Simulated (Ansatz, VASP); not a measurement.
# One calculation of Ir, two programs

```
CELL_PARAMETERS angstrom
-1.53788 1.53788 1.53788
1.53788 -1.53788 1.53788
1.53788 1.53788 -1.53788
ATOMIC_POSITIONS crystal
Ir 0.00000 0.00000 0.00000
```

Alike in both runs: task relaxation of cell and atoms; functional PBEsol; k mesh 20 × 20 × 20; occupations gaussian, width 0.1 eV; no spin polarisation.

|  | VASP | Ansatz |
| --- | --- | --- |
| version | VASP 6.6.1 | Ansatz 0.2.0 |
| potentials or method | VASP PAW PBE potentials, release 64 (Ir) | scalar-relativistic, plane waves, PAW |
| plane-wave cutoff (eV) | 600 | 420 |
| valence electrons in the cell | 9 | 17 |

```tsv
	VASP	Ansatz	Ansatz less VASP
gap on the k mesh at the Fermi level, each at its own relaxed structure (eV)	none	none	-
relaxed volume (Å³/atom)	14.60	14.55	-0.043
relaxed cell length with the largest relative difference (Å)	2.667	2.664	-0.0026
```

A gap of «none» marks a metal or a gap that the smearing closes. The two sets of potentials don't hold the same shells in valence.

Caveats: the PAW data sets were made with another functional, which shifts forces and pressure a little (VASP). Zero-point motion and thermal expansion aren't in these numbers. The runs have no spin-orbit coupling, so splittings on Ir are missing.
